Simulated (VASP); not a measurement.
# Cu in VASP: relaxation of the atoms with PBE

Aim: the relaxation of the atoms of Cu with PBE.

Program: VASP 6.6.1. These are calculated values, not measurements. Logs are shortened: lines on timing, memory, paths and dates and some standing lists are left out, and cuts for length are marked.

## (1) The slab as given

The cell holds a slab with vacuum, 9 atoms: a = 2.570 Å, b = 2.570 Å, c = 31.789 Å, α = 90.00°, β = 90.00°, γ = 60.00°.

The cell was built by a generator and needn't be a form met in nature.

## (2) Relaxation of the atoms, PBE

INCAR reads:

```
SYSTEM = Cu
PREC = Accurate
ENCUT = 520
EDIFF = 1E-6
ISMEAR = 1
SIGMA = 0.2
LREAL = .FALSE.
LASPH = .TRUE.
NELM = 80
ALGO = Normal
ISIF = 2
LWAVE = .FALSE.
LCHARG = .FALSE.
GGA = PE
IBRION = 2
NSW = 60
EDIFFG = -0.02
KPAR = 8
```

KPOINTS reads:

```
Automatic mesh
0
G
  18 18 1
  0 0 0
```

POSCAR reads:

```
Cu
1.0
    2.5703331496      0.0000000000      0.0000000000
    1.2851665748      2.2259738038      0.0000000000
    0.0000000000      0.0000000000     31.7893458280
Cu
9
Direct
    0.3333333333      0.3333333333      0.2359281012
    0.6666666667      0.6666666667      0.3019460759
    0.0000000000      0.0000000000      0.3679640506
    0.3333333333      0.3333333333      0.4339820253
    0.6666666667      0.6666666667      0.5000000000
    0.0000000000      0.0000000000      0.5660179747
    0.3333333333      0.3333333333      0.6320359494
    0.6666666667      0.6666666667      0.6980539241
    0.0000000000      0.0000000000      0.7640718988
```

Potentials or basis: VASP PAW PBE potentials, release 64 (Cu).

Started as:

```bash
> cat potpaw_PBE.64/Cu/POTCAR > POTCAR
> mpirun -np 8 vasp_std > vasp.out
```

OUTCAR:

```text
SYSTEM = Cu
   PREC = Accurate
   ENCUT = 520
   EDIFF = 1E-6
   ISMEAR = 1
   LREAL = .FALSE.
   LASPH = .TRUE.
   NELM = 80
   ISIF = 2
   GGA = PE
   IBRION = 2
   NSW = 60
   EDIFFG = -0.02

 ion  position               nearest neighbor table
   1  0.333  0.333  0.236-   2 2.57   2 2.57   2 2.57
   2  0.667  0.667  0.302-   1 2.57   3 2.57   1 2.57   3 2.57   3 2.57   1 2.57
   3  0.000  0.000  0.368-   4 2.57   2 2.57   4 2.57   2 2.57   4 2.57   2 2.57
   4  0.333  0.333  0.434-   3 2.57   5 2.57   5 2.57   3 2.57   3 2.57   5 2.57
   5  0.667  0.667  0.500-   4 2.57   6 2.57   4 2.57   6 2.57   6 2.57   4 2.57
   6  0.000  0.000  0.566-   7 2.57   5 2.57   7 2.57   5 2.57   7 2.57   5 2.57
   7  0.333  0.333  0.632-   6 2.57   8 2.57   8 2.57   6 2.57   6 2.57   8 2.57
   8  0.667  0.667  0.698-   9 2.57   7 2.57   7 2.57   9 2.57   9 2.57   7 2.57
   9  0.000  0.000  0.764-   8 2.57   8 2.57   8 2.57

  LATTYP: Found a hexagonal cell.
 ALAT       =     2.5703331496
 C/A-ratio  =    12.3677920243

  Lattice vectors:

 A1 = (  -1.2851665748,  -2.2259738038,   0.0000000000)
 A2 = (   2.5703331496,   0.0000000000,   0.0000000000)
 A3 = (   0.0000000000,   0.0000000000,  31.7893458280)

Analysis of symmetry for initial positions (statically):
=====================================================================
 Subroutine PRICEL returns:
 Original cell was already a primitive cell.

 Routine SETGRP: Setting up the symmetry group for a
 hexagonal supercell.

 Subroutine GETGRP returns: Found 12 space group operations
 (whereof  6 operations were pure point group operations)
 out of a pool of 24 trial point group operations.

The static configuration has the point symmetry C_3v.
 The point group associated with its full space group is D_3d.

Analysis of symmetry for dynamics (positions and initial velocities):
=====================================================================
 Subroutine PRICEL returns:
 Original cell was already a primitive cell.

 Routine SETGRP: Setting up the symmetry group for a
 hexagonal supercell.

 Subroutine GETGRP returns: Found 12 space group operations
 (whereof  6 operations were pure point group operations)
 out of a pool of 24 trial point group operations.

The dynamic configuration has the point symmetry C_3v.
 The point group associated with its full space group is D_3d.

 Subroutine INISYM returns: Found 12 space group operations
 (whereof  6 operations are pure point group operations),
 and found     1 'primitive' translations

----------------------------------------------------------------------------------------

                                     Primitive cell

  volume of cell :     181.8826

  direct lattice vectors                    reciprocal lattice vectors
     2.570333150  0.000000000  0.000000000     0.389054625 -0.224620793  0.000000000
     1.285166575  2.225973804  0.000000000     0.000000000  0.449241585  0.000000000
     0.000000000  0.000000000 31.789345828     0.000000000  0.000000000  0.031457080

  length of vectors
     2.570333150  2.570333150 31.789345828     0.449241585  0.449241585  0.031457080

  position of ions in fractional coordinates (direct lattice)
     0.333333333  0.333333333  0.235928101
     0.666666667  0.666666667  0.301946076
     0.000000000  0.000000000  0.367964051
     0.333333333  0.333333333  0.433982025
     0.666666667  0.666666667  0.500000000
     0.000000000  0.000000000  0.566017975
     0.333333333  0.333333333  0.632035949
     0.666666667  0.666666667  0.698053924
     0.000000000  0.000000000  0.764071899

  ion indices of the primitive-cell ions
   primitive index   ion index
                 1           1
                 2           2
                 3           3
                 4           4
                 5           5
                 6           6
                 7           7
                 8           8
                 9           9

----------------------------------------------------------------------------------------

 KPOINTS: Automatic mesh

Automatic generation of k-mesh.
 Grid dimensions read from file:
 generate k-points for:   18   18    1

 Generating k-lattice:

  Cartesian coordinates                     Fractional coordinates (reciprocal lattice)
     0.021614146 -0.012478933  0.000000000     0.055555556  0.000000000  0.000000000
     0.000000000  0.024957866  0.000000000     0.000000000  0.055555556  0.000000000
     0.000000000  0.000000000  0.031457080     0.000000000  0.000000000  1.000000000

  Length of vectors
     0.024957866  0.024957866  0.031457080

  Shift w.r.t. Gamma in fractional coordinates (k-lattice)
     0.000000000  0.000000000  0.000000000

 Subroutine IBZKPT returns following result:
 ===========================================

 Found     37 irreducible k-points:

 Following reciprocal coordinates:
            Coordinates               Weight
  0.000000  0.000000  0.000000      1.000000
  0.055556 -0.000000  0.000000      6.000000
  0.111111 -0.000000  0.000000      6.000000
  0.166667 -0.000000  0.000000      6.000000
  0.222222  0.000000  0.000000      6.000000
  0.277778  0.000000  0.000000      6.000000
[... 16 lines left out ...]
  0.444444  0.111111  0.000000     12.000000
  0.500000  0.111111  0.000000     12.000000
 [... further k-points ...]
   k-points           NKPTS =     37   k-points in BZ     NKDIM =     37   number of bands    NBANDS=     59
   number of dos      NEDOS =    301   number of ions     NIONS =      9
   total plane-waves  NPLWV =  96000
   dimension x,y,z NGX =    20 NGY =   20 NGZ =  240
   dimension x,y,z NGXF=    40 NGYF=   40 NGZF=  480
   ions per type =               9
   NGX,Y,Z   is equivalent  to a cutoff of  12.94, 12.94, 12.55 a.u.
   NGXF,Y,Z  is equivalent  to a cutoff of  25.87, 25.87, 25.10 a.u.
 SYSTEM =  Cu
   PREC   = accura    normal or accurate (medium, high low for compatibility)
   ISTART =      0    job   : 0-new  1-cont  2-samecut
   ICHARG =      2    charge: 1-file 2-atom 10-const
   ISPIN  =      1    spin polarized calculation?
   LNONCOLLINEAR =      F non collinear calculations
   LSORBIT =      F    spin-orbit coupling
   LASPH  =      T    aspherical Exc in radial PAW
   ENCUT  =  520.0 eV  38.22 Ry    6.18 a.u.   4.78  4.78 59.11*2*pi/ulx,y,z
   NELM   =     80;   NELMIN=  2; NELMDL= -5     # of ELM steps
   EDIFF  = 0.1E-05   stopping-criterion for ELM
   LREAL  =      F    real-space projection
   EDIFFG = -.2E-01   stopping-criterion for IOM
   NSW    =     60    number of steps for IOM
   IBRION =      2    ionic relax: 0-MD 1-quasi-New 2-CG
   NFREE  =      1    steps in history (QN), initial steepest desc. (CG)
   ISIF   =      2    stress and relaxation
   ISYM   =      2    0-nonsym 1-usesym 2-fastsym
   POTIM  = 0.5000    time-step for ionic-motion
   TEBEG  =    0.0;   TEEND  =   0.0 temperature during run
   PSTRESS=    0.0 pullay stress
   NELECT =      99.0000    total number of electrons
   NUPDOWN=      -1.0000    fix difference up-down
   EMIN   =  10.00;   EMAX   =-10.00  energy-range for DOS
   EFERMI =   0.00;   METHOD = LEGACY
   ISMEAR =     1;   SIGMA  =   0.20  broadening in eV -4-tet -1-fermi 0-gaus
   EFERMI_NEDOS =   21; number of points for ismear=-14 and -15
   IALGO  =     38    algorithm
   IMIX   =      4    mixing-type and parameters
     AMIX     =   0.40;   BMIX     =  1.00
     AMIX_MAG =   1.60;   BMIX_MAG =  1.00
  volume/ion in A,a.u.               =      20.21       136.38
  Fermi-wavevector in a.u.,A,eV,Ry     =   1.336666  2.525932 24.309200  1.786676
  Thomas-Fermi vector in A             =   2.465275
   LORBIT       =      0    0 simple, 1 ext, 2 COOP (PROOUT), +10 PAW based schemes
   GGA     = PE    functional components
   LHFCALC =     F    Hartree Fock is set to
   AEXX    =    0.0000 exact exchange contribution
   IVDW    =     0    specifies the selected vdW correction
   LEPSILON=     F    determine dielectric tensor
   LRPA    =     F    only Hartree local field effects (RPA)
 conjugate gradient relaxation of ions
 non-spin polarized calculation
 Methfessel and Paxton  Order N= 1 SIGMA  =   0.20
  energy-cutoff  :      520.00
  volume of cell :      181.88
 maximum number of plane-waves:      4944
   NGX =  9   NGY =  9   NGZ =119

--------------------------------------- Ionic step        1  -------------------------------------------

 number of electron      99.0000003 magnetization

 Free energy of the ion-electron system (eV)
  ---------------------------------------------------
  ext. energy  EPLUGINS =         0.00000000
  ---------------------------------------------------
  free energy    TOTEN  =       -32.61706736 eV

  energy without entropy =      -32.60883682  energy(sigma->0) =      -32.61432385

------------------------ aborting loop because EDIFF is reached ----------------------------------------

  FORCE on cell =-STRESS in cart. coord.  units (eV):
  Direction    XX          YY          ZZ          XY          YZ          ZX
  --------------------------------------------------------------------------------------
  -------------------------------------------------------------------------------------
  Total       -1.1694943     -1.1694943     -0.7936162      0.0000000      0.0000000     -0.0000000
  in kB      -10.3019076    -10.3019076     -6.9908510      0.0000000      0.0000000     -0.0000000
  external PRESSURE =      -9.1982221 kB  Pullay stress =       0.0000000 kB
[... 286 lines left out ...]
  energy  without entropy=      -32.6114228939  energy(sigma->0) =      -32.61659565

--------------------------------------- Ionic step        8  -------------------------------------------

 number of electron      98.9999995 magnetization

 Free energy of the ion-electron system (eV)
  ---------------------------------------------------
  ext. energy  EPLUGINS =         0.00000000
  ---------------------------------------------------
  free energy    TOTEN  =       -32.61927271 eV

  energy without entropy =      -32.61156892  energy(sigma->0) =      -32.61670478

 E-fermi :   2.4898     XC(G=0):  -8.0580

 val. band max:        2.4879804062   @ k =   0.4444   0.0556   0.0000
 cond. band min:       2.5026139171   @ k =   0.4444   0.2222   0.0000
 fundamental gap:      0.0146335109
 Fermi energy:         2.4898165878

 k-point     1 :       0.0000    0.0000    0.0000
  band No.  band energies     occupation
      1      -6.6308      2.00000
      2      -6.3478      2.00000
      3      -5.8649      2.00000
      4      -5.2042      2.00000
      5      -4.4250      2.00000
      6      -3.6265      2.00000
[... 1477 lines left out ...]
     58       8.1467      0.00000
     59       8.7355      0.00000

 [... further k-points ...]

------------------------ aborting loop because EDIFF is reached ----------------------------------------

  FORCE on cell =-STRESS in cart. coord.  units (eV):
  Direction    XX          YY          ZZ          XY          YZ          ZX
  --------------------------------------------------------------------------------------
  -------------------------------------------------------------------------------------
  Total       -1.0351267     -1.0351267     -0.4703480      0.0000000     -0.0000000      0.0000000
  in kB       -9.1182824     -9.1182824     -4.1432276      0.0000000     -0.0000000      0.0000000
  external PRESSURE =      -7.4599308 kB  Pullay stress =       0.0000000 kB
[... 24 lines left out ...]
  FREE ENERGIE OF THE ION-ELECTRON SYSTEM (eV)
  ---------------------------------------------------
  free  energy   TOTEN  =       -32.6192727142 eV

  energy  without entropy=      -32.6115689239  energy(sigma->0) =      -32.61670478

 reached required accuracy - stopping structural energy minimisation
```

It took 6.5 min on 8 MPI ranks of Intel Xeon Platinum 8488C (Sapphire Rapids), shared host; peak memory 0.52 GiB.

Results:

```
Free energy                  : -32.6193 eV
Energy gained by relaxing    : 0.2 meV/atom
Ionic steps                  : 8
Largest force after relaxing : 0.013 eV/Å
Band gap on the k mesh       : none (metal or under the smearing width)
```

Forces on the atoms (eV/Å):
```
Cu   0.000  0.000  0.009
Cu   0.000  0.000  0.008
Cu   0.000  0.000  0.013
Cu   0.000  0.000  0.006
Cu   0.000  0.000  0.000
Cu   0.000  0.000 -0.006
Cu   0.000  0.000 -0.013
Cu   0.000  0.000 -0.008
Cu   0.000  0.000 -0.009
```

Step by step:
| step | energy change (eV) | largest force (eV/Å) | pressure (GPa) |
| --- | --- | --- | --- |
| 1 | 0.0000 | 0.0800 | -0.92 |
| 2 | -0.0007 | 0.0632 | -0.88 |
| 3 | -0.0016 | 0.0282 | -0.81 |
| 4 | -0.0010 | 0.0940 | -0.69 |
| 5 | -0.0017 | 0.0450 | -0.81 |
| 6 | -0.0020 | 0.0237 | -0.77 |
| 7 | -0.0021 | 0.0203 | -0.75 |
| 8 | -0.0022 | 0.0127 | -0.75 |

Final structure:
```xyz
9
Lattice="2.5703 0.0000 0.0000 1.2852 2.2260 0.0000 0.0000 0.0000 31.7893" Properties=species:S:1:pos:R:3 pbc="T T T"
Cu    1.2852    0.7420    7.5220
Cu    2.5703    1.4840    9.6005
Cu    0.0000    0.0000   11.6895
Cu    1.2852    0.7420   13.7889
Cu    2.5703    1.4840   15.8947
Cu    2.5703    0.0000   18.0004
Cu    1.2852    0.7420   20.0998
Cu    2.5703    1.4840   22.1888
Cu    2.5703    0.0000   24.2673
```

Levels at points of the mesh, in eV from the Fermi level:
| k point | band 46 | band 47 | band 48 | band 49 | band 50 | band 51 | band 52 | band 53 | band 54 | band 55 |
| --- | --- | --- | --- | --- | --- | --- | --- | --- | --- | --- |
| (0.00, 0.00, 0.00) | -1.85 | -1.79 | -1.72 | -1.72 | -1.62 | -1.62 | -1.60 | -1.60 | -0.60 | -0.40 |
| (0.50, 0.00, 0.00) | -0.65 | -0.14 | 0.34 | 0.72 | 0.99 | 1.19 | 1.36 | 1.51 | 1.54 | 3.80 |
